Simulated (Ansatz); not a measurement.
# CoPtO2: biaxial strain in the a-b plane

The task here is to estimate one member of a computed series from the others.

Method: DFT PBE, scalar-relativistic, plane waves, PAW, in Ansatz 0.2.0.

2 further runs of the same task are left out: 2 set aside as unsound or not needed.

### Starting point

The structure is trigonal, space group R-3m (No. 166). Conventional cell: a = 2.855 Å, b = 2.855 Å, c = 17.883 Å, α = 90.00°, β = 90.00°, γ = 120.00°. Co (site symmetry -3m) is surrounded by 6 O at 1.91 Å. Pt (site symmetry -3m) has 2 O at 2.01 Å in its first shell of neighbours. O (site symmetry 3m) has 3 Co at 1.91 Å and 1 Pt at 2.01 Å in its first shell of neighbours.

Coordinates:

```cif
data_structure
_symmetry_space_group_name_H-M 'R-3m:H'
_symmetry_Int_Tables_number 166
_cell_length_a 2.8548
_cell_length_b 2.8548
_cell_length_c 17.8833
_cell_angle_alpha 90.000
_cell_angle_beta 90.000
_cell_angle_gamma 120.000
_cell_volume 126.22
loop_
_atom_site_label
_atom_site_type_symbol
_atom_site_symmetry_multiplicity
_atom_site_Wyckoff_symbol
_atom_site_fract_x
_atom_site_fract_y
_atom_site_fract_z
_atom_site_occupancy
Co1 Co 3 b 0.33333 0.66667 0.16667 1
Pt1 Pt 3 a 0.00000 0.00000 0.00000 1
O1 O 6 c 0.66667 0.33333 0.22099 1
```

It goes back to an entry of the Materials Project.

The unstrained cell was computed beforehand with the same settings: E(σ→0) = -56347.2580 eV for 12 atoms, gap none (metal).

Set-up of the first run:

File input.yaml:

```yaml
crystal:
  lattice:
    - [2.7976941562, 0.0, 0.0]
    - [-1.3988470781, 2.4228742113, 0.0]
    - [0.0, 0.0, 18.0978530602]
  atoms:
    - { symbol: Co, position: [0.6666666667, 0.3333333333, 0.8333333333] }
    - { symbol: Co, position: [0.3333333333, 0.6666666667, 0.1666666667] }
    - { symbol: Co, position: [0.0, 0.0, 0.5] }
    - { symbol: Pt, position: [0.0, 0.0, 0.0] }
    - { symbol: Pt, position: [0.6666666667, 0.3333333333, 0.3333333333] }
    - { symbol: Pt, position: [0.3333333333, 0.6666666667, 0.6666666667] }
    - { symbol: O, position: [0.0, 0.0, 0.8876528273] }
    - { symbol: O, position: [0.3333333333, 0.6666666667, 0.7790138394] }
    - { symbol: O, position: [0.6666666667, 0.3333333333, 0.2209861606] }
    - { symbol: O, position: [0.0, 0.0, 0.1123471727] }
    - { symbol: O, position: [0.3333333333, 0.6666666667, 0.554319494] }
    - { symbol: O, position: [0.6666666667, 0.3333333333, 0.445680506] }
basis:
  ecutwfc: 420
kpoints:
  mp_grid: { grid: [12, 12, 2] }
hamiltonian:
  xc: pbe
scf:
  occupations: { method: gaussian, width: 0.1 }
output:
  forces: true
  stress: true
  eigenvalues: true
relax:
  adjacent_minimum: "off"
  f_tol: 0.008
  max_steps: 40
  cell: { stress_tol: 0.015, fix: [a, b, gamma] }
```

Launch:

```
> ansatz run input.yaml --threads 1 --pin off --max-ram 2560MiB --backend cpu --events-out ev --progress --plain --runs-dir out
```

Among the steps run: The cell strained by -2.0 %; At +2.0 %; Strain -4.0 %; The cell strained by +4.0 %; At -6.0 %; Strain +6.0 %.

One of the session's tables, all rows but one given; the rest of the session is left out.

Lengths are those of the vectors of the cell that was run; stresses in GPa:

```
strain (%)  ΔE (meV/atom)  a (Å)  b (Å)   c (Å)
      -6.0          112.0  2.684  2.684  18.525
      -4.0              ?      ?      ?       ?
      -2.0           10.4  2.798  2.798  18.103
      +0.0            0.0  2.855  2.855  17.883
      +2.0           10.7  2.912  2.912  17.737
      +4.0           39.0  2.969  2.969  17.566
      +6.0           81.7  3.026  3.026  17.402
```

Estimate the missing values for strain (%) = -4.0.

Worked estimate for «ΔE (meV/atom)». A straight line through the neighbours (-6.0, 112.0) and (-2.0, 10.4) gives 112.0 + (10.4 − 112.0) × (-4.0 + 6.0) / (-2.0 + 6.0) = 61.2; a parabola fitted to 3 rows on both sides gives 47.7.

The run gave: ΔE (meV/atom): 46.3; a (Å): 2.741; b (Å): 2.741; c (Å): 18.308. In «ΔE (meV/atom)» the line misses by +14.9 and the parabola by +1.4.

ΔE is over the unstrained cell. Stress in GPa, positive in compression, on the Cartesian axes of the input. 

Caveats from the session: Spin polarisation is off in the runs that give these values; a magnetic solution could lie lower.
